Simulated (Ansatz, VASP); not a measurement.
# One calculation of ZnS, two programs

The input INCAR:

```
ALGO = Normal
EDIFF = 1E-6
ENCUT = 520
GGA = PE
ISIF = 2
ISMEAR = 0
LASPH = True
LCHARG = False
LREAL = False
LWAVE = False
NBANDS = 16
NELM = 80
PREC = Accurate
SIGMA = 0.02
```

Contents of KPOINTS:

```
k-points
0
Gamma
  10 10 10
```

File POSCAR:

```
ZnS
1.0
    0.0000000000      2.7214810280      2.7214810280
    2.7214810280      0.0000000000      2.7214810280
    2.7214810280      2.7214810280      0.0000000000
Zn S
1 1
Direct
    0.2500000000      0.2500000000      0.2500000000
    0.0000000000      0.0000000000      0.0000000000
```

Input for Ansatz:

```yaml
crystal:
  lattice:
    - [0.0, 2.721481028, 2.721481028]
    - [2.721481028, 0.0, 2.721481028]
    - [2.721481028, 2.721481028, 0.0]
  atoms:
    - { symbol: Zn, position: [0.25, 0.25, 0.25] }
    - { symbol: S, position: [0.0, 0.0, 0.0] }
basis:
  ecutwfc: 420
kpoints:
  mp_grid: { grid: [10, 10, 10] }
hamiltonian:
  xc: pbe
scf:
  occupations: { method: gaussian, width: 0.02 }
output:
  forces: false
  stress: false
  eigenvalues: true
  eigenstates:
    kpoints:
      - [0.0, 0.0, 0.0]
      - [0.0, 0.008662743, 0.008662743]
      - [0.0, -0.008662743, -0.008662743]
      - [0.008662743, 0.0, 0.008662743]
      - [-0.008662743, 0.0, -0.008662743]
      - [0.008662743, 0.008662743, 0.0]
      - [-0.008662743, -0.008662743, 0.0]
      - [0.006125484, 0.006125484, 0.012250969]
      - [-0.006125484, -0.006125484, -0.012250969]
      - [0.006125484, 0.012250969, 0.006125484]
      - [-0.006125484, -0.012250969, -0.006125484]
      - [0.012250969, 0.006125484, 0.006125484]
      - [-0.012250969, -0.006125484, -0.006125484]
      - [0.010002874, 0.010002874, 0.010002874]
      - [-0.010002874, -0.010002874, -0.010002874]
      - [0.0, 0.0, 0.0]
      - [0.0, 0.008662743, 0.008662743]
      - [0.0, -0.008662743, -0.008662743]
      - [0.008662743, 0.0, 0.008662743]
      - [-0.008662743, 0.0, -0.008662743]
      - [0.008662743, 0.008662743, 0.0]
      - [-0.008662743, -0.008662743, 0.0]
      - [0.006125484, 0.006125484, 0.012250969]
      - [-0.006125484, -0.006125484, -0.012250969]
      - [0.006125484, 0.012250969, 0.006125484]
      - [-0.006125484, -0.012250969, -0.006125484]
      - [0.012250969, 0.006125484, 0.006125484]
      - [-0.012250969, -0.006125484, -0.006125484]
      - [0.010002874, 0.010002874, 0.010002874]
      - [-0.010002874, -0.010002874, -0.010002874]
    e_range: [-3.516442, 3.516442]
checkpoint:
  read: start.run
  write: ck
  compress: false
  write_wavefunctions: false
  write_every: 100000
```

Alike in both runs: task single point; functional PBE; k mesh 10 × 10 × 10; occupations gaussian, width 0.02 eV; no spin polarisation.

|  | VASP | Ansatz |
| --- | --- | --- |
| version | VASP 6.6.1 | Ansatz 0.2.0 |
| potentials or method | VASP PAW PBE potentials, release 64 (Zn, S) | scalar-relativistic, plane waves, PAW |
| plane-wave cutoff (eV) | 520 | 420 |
| valence electrons in the cell | 18 | 18 |

```csv
,VASP,Ansatz,Ansatz less VASP
gap on the k mesh at the Fermi level (eV),2.02,2.02,-0.004
least direct gap on the mesh (eV),2.02,2.02,-0.004
```

As with any semilocal functional, this PBE gap is likely too small.
